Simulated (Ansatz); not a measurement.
HfC:

```
CELL_PARAMETERS angstrom
-1.39667 2.49718 1.84734
1.39667 -2.49718 1.84734
1.39667 2.49718 -1.84734
ATOMIC_POSITIONS crystal
Hf 0.98471 0.98471 0.00000
C 0.67945 0.17945 0.50000
```

The cell was built by a generator and needn't be a form met in nature.

A run of Ansatz 0.2.0 on this cell left the log below. Logs are shortened: lines on timing, memory, paths and dates and some standing lists are left out, and cuts for length are marked.

```text
Warning: RAYON_NUM_THREADS=2 ignored (pool sized by the plan → 2); use --threads N
Engine: ansatz 0.2.0, x86_64-unknown-linux-gnu
Pseudopotentials: kind: paw
Pseudopotential: Hf, paw, valence charge 26, recommended cutoff 420 eV (normal), Hf.paw.azcp
Pseudopotential: C, paw, valence charge 4, recommended cutoff 420 eV (normal), C.paw.azcp
Functional definition: PBE
  parameter kappa = 0.804
  parameter beta = 0.06672455060314922
  exchange = pbe_x(kappa = kappa, mu = beta*pi^2/3)
  correlation = pbe_c(beta = beta)
Crystal: 2 atoms, lattice volume = 25.772 Å³
Basis set: ecut = 420 eV, 515 PW (Γ), exchange–correlation on 48×48×48 points (8 copies of the dense FFT grid, shifted against one another)
Bands: 19, of which v1, the nominal top of the filled ones, is band 15 counted from 1 (14 counted from 0)
Symmetry: 4 space group operations
Space group: Imm2 (ITA 44), of the structure as read, at distance tolerance 3.0e-5 Å
k-points: 280 of 1728 (time reversal used)
Non-local potential: Hf, projectors of the file, l = 0: 3, l = 1: 2, l = 2: 2, l = 3: 3
Non-local potential: C, projectors of the file, l = 0: 2, l = 1: 2, l = 2: 1
PAW form: soft (Blöchl's): semilocal exchange-correlation on the pseudo side does not see the compensation charge
PAW one-centre angular grid: Hf, 590 points (default); XC on 64 Gauss nodes
PAW one-centre angular grid: C, 110 points (default); XC on 64 Gauss nodes
Initial density: superposition of atomic densities (neutral atoms: chi_scale 0, normalization atom), corrected by the library's trained network
Initial wavefunctions: pseudopotential atomic-orbital guess
Functional: x = pbe(κ = 0.804, μ = 0.2195149727645171), c = pbe(β = 0.06672455060314922)
SCF iter   1: F=—  HF=-15969.772541 eV  |F-HF|=—  |Δ(HF+E_count)|=         —  Δρ=1.03e-2  dr2=2.22e-2  ethr=1.77e-3  ⟨swp⟩=5.3  Hψ=23467  notcnv=0
preconditioner: auto → none  [insulator: Δε(μ)=0.450 eV  Ē_g=17.786 eV  σ=0.016 eV  W_gap=1.00  n_scr=10 (ndim 8)  ℏωp=38.7 eV  f_vac=0.000  D(μ)=0.00/eV (n_scr^D=0)  ε∞_Penn≈5.7]
SCF iter   2: F=—  HF=-15969.766897 eV  |F-HF|=—  |Δ(HF+E_count)|=   5.64e-3  Δρ=4.02e-3  dr2=2.56e-3  ethr=7.40e-5  ⟨swp⟩=2.0  Hψ=9777  notcnv=0
SCF iter   3: F=—  HF=-15969.766810 eV  |F-HF|=—  |Δ(HF+E_count)|=   8.71e-5  Δρ=6.59e-4  dr2=3.39e-5  ethr=8.53e-6  ⟨swp⟩=2.2  Hψ=9833  notcnv=0
SCF iter   4: F=—  HF=-15969.766858 eV  |F-HF|=—  |Δ(HF+E_count)|=   4.88e-5  Δρ=1.14e-4  dr2=2.16e-6  ethr=1.13e-7  ⟨swp⟩=2.0  Hψ=9267  notcnv=0
SCF iter   5: F=—  HF=-15969.766859 eV  |F-HF|=—  |Δ(HF+E_count)|=   4.77e-7  Δρ=3.38e-5  dr2=1.70e-7  ethr=7.19e-9  ⟨swp⟩=2.0  Hψ=9518  notcnv=0
SCF iter   6: F=-15969.766859 eV  HF=-15969.766859 eV  |F-HF|=2.13e-8  |Δ(HF+E_count)|=   2.37e-8  Δρ=9.50e-6  dr2=1.16e-8  ethr=3.33e-10  ⟨swp⟩=9.1  Hψ=40677  notcnv=0
SCF 1 converged in 6 iterations: F = -15969.766859 eV  dr2 = 1.16e-8
  Residual-converged pass: ⟨swp⟩=1.0  Hψ=6441  notcnv=0  max |occ|·‖R‖ = 7.0e-9 eV (tolerance 1.0e-8 eV)  dr2=1.16e-8  dr2_onsite=2.17e-8  max |Δocc| = 6.0e-72
  greatest PAW one-centre occupation: 0.998 electrons in one spin orbital (limit 2), on the Hf atom at site 0 (counted from 0), in its partial waves of l = 0
SCF converged after 6 iterations
Free energy (F): -15969.766859 eV
Harris-Foulkes:  -15969.766859 eV  (|F-HF|=2.13e-8)
Internal energy: -15969.766859 eV  (E = F + TS)
E sigma→0 (E₀):  -15969.766859 eV
Fermi energy:    19.842320 eV
--- Per-component energies (eV) ---
  E_band       = 97.074167
  E_kinetic    = 531.906995
  E_local      = -5358.166714  (includes V_loc(G=0)·N_el)
  E_nonlocal   = -1212.166678
  E_hartree    = 2532.178415
  E_xc         = -353.910284
  E_vxc        = -333.287785  (∫ρ·V_xc dr)
  E_paw        = -7032.267814  (= ΣΔE_a)
  E_vpaw       = 1404.425182  (= ΣTr[D̂ρ^β])
  E_aug_tail   = 0.000005  (compensation charges beyond the density's cutoff)
  E_ewald      = -5077.340785
  E_smearing   = -0.000000  (= −TS)
  E_closure    = 0.000000  (closes the sum)
  Σ components = -15969.766859   (vs F -15969.766859, Δ=0.00e0)
--- Forces (eV/Å), atoms counted from 1 ---
  atom   1  Hf     0.00000000     0.00000000    11.48436793
  atom   2  C      0.00000000     0.00000000   -11.48423646
  max |Σ_I F_I| component: 1.31e-4 eV/Å
--- Stress (GPa, compression-positive) ---
      167.103567       0.000000       0.000000
        0.000000     -23.746526       0.000000
        0.000000       0.000000      56.879475
  P = ⅓ Tr σ = 66.7455 GPa (667.455 kbar)
--- Band table (eV; the first three rows and the last of 280) ---
  k-point 0: bands = ["-41.4143", "-10.3132", "-10.0886", "-9.7850", "7.4984", "8.6686", "8.7217", "8.7381", "8.7875", "8.8161", "8.8735", "8.9351", "15.4690", "16.4917", "18.3544", "21.5897", "23.4701", "24.7292", "26.0093"]
  k-point 1: bands = ["-41.4055", "-10.3134", "-10.0933", "-9.9083", "7.6819", "8.6745", "8.7204", "8.7406", "8.7871", "8.8113", "8.8587", "8.9961", "15.6217", "16.5788", "18.1474", "21.4441", "22.6374", "25.0923", "26.2526"]
  k-point 2: bands = ["-41.3812", "-10.3702", "-10.1922", "-10.0890", "8.0926", "8.6893", "8.7187", "8.7485", "8.7826", "8.8017", "8.8235", "9.2492", "15.6659", "16.8901", "18.0146", "21.1444", "21.4573", "24.4721", "26.5632"]
  k-point 279: bands = ["-41.3795", "-10.5742", "-10.5477", "-9.8797", "8.3377", "8.7208", "8.7486", "8.7526", "8.7791", "8.7826", "8.8432", "9.9300", "14.5158", "16.3285", "18.8271", "22.8323", "25.2711", "26.3518", "26.5253"]
```

Q: Write the input and the command behind it.

A: Single point with PBE, no spin polarisation. The files as run (others can give the same):

input.yaml
```yaml
crystal:
  lattice:
    - [-1.39667323, 2.49718051, 1.84733673]
    - [1.39667323, -2.49718051, 1.84733673]
    - [1.39667323, 2.49718051, -1.84733673]
  atoms:
    - { symbol: Hf, position: [0.98471183, 0.98471183, 0.0] }
    - { symbol: C, position: [0.67945483, 0.17945483, 0.5] }
hamiltonian:
  xc: pbe
  pseudopotentials: { kind: paw }
kpoints:
  mp_grid: { grid: [12, 12, 12] }
scf:
  occupations: { method: gaussian, width: 0.016 }
output:
  forces: true
  stress: true
  eigenvalues: true
  write_density: true
  write_potential: true
  elf: true
  volumetric_format: npy
```

Potentials or basis: Ansatz PAW.
Command:
```sh
$ ansatz run input.yaml --threads 2 --pin off --max-ram 5632MiB --backend cpu --events-out ev --progress --plain --runs-dir out
```

Caveat: a pressure of tens of GPa on the cell as given is suspect, and the run, the potentials or the cell itself is likely at fault; the pressure holds a Pulay correction of +0.4 GPa for the finite cutoff; spin-orbit coupling is left out, which moves the levels of the heavy elements; forces of over 1 eV/Å show positions far from the minimum, so gaps and moduli don't describe the material at rest.
